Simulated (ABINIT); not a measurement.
Runs of ABINIT 10.8.3 (patched build) on ZnSe (Stilleite). Symmetry: F-43m, No. 216, cubic system. Conventional cell: a = 5.668 Å, b = 5.668 Å, c = 5.668 Å, α = 90.00°, β = 90.00°, γ = 90.00°. Se (site symmetry -43m) has 4 Zn at 2.45 Å as nearest neighbours. Zn (site symmetry -43m) is surrounded by 4 Se at 2.45 Å. 

```tsv
task	level	potentials or basis	k mesh	cutoff (eV)	share of exact exchange	most SCF steps	fine-grid cutoff	mesh quality	gap on the mesh (eV)	pressure (GPa)
single point	HSE06	SG15 NC PBE v1.2	3 × 3 × 3	952	0.15	60	-	coarse	1.81	(b)
single point	HSE06	SG15 NC PBE v1.2	3 × 3 × 3	952	0.5	60	-	coarse	(a)	0.8
single point	HSE06	SG15 NC PBE v1.2	3 × 3 × 3	952	0.35	60	-	coarse	2.71	1.1
single point	HSE06	SG15 NC PBE v1.2	3 × 3 × 3	952	0.25	60	-	coarse	2.26	1.8
```

Alike in all rows: no spin polarisation; cell as given; smearing fermi-dirac 0.05 eV.

Fill in the values left out.

(a) 3.41; (b) 2.4.

Caveats: all runs use coarse meshes; exact exchange is summed on a coarse mesh, which widens gaps by tenths of an eV; Libxc's HSE differs a little from that of other programs; the potentials were made for another functional, which shifts forces and pressure.

A k mesh can miss the band edges, and the runs leave out spin-orbit coupling on Se.
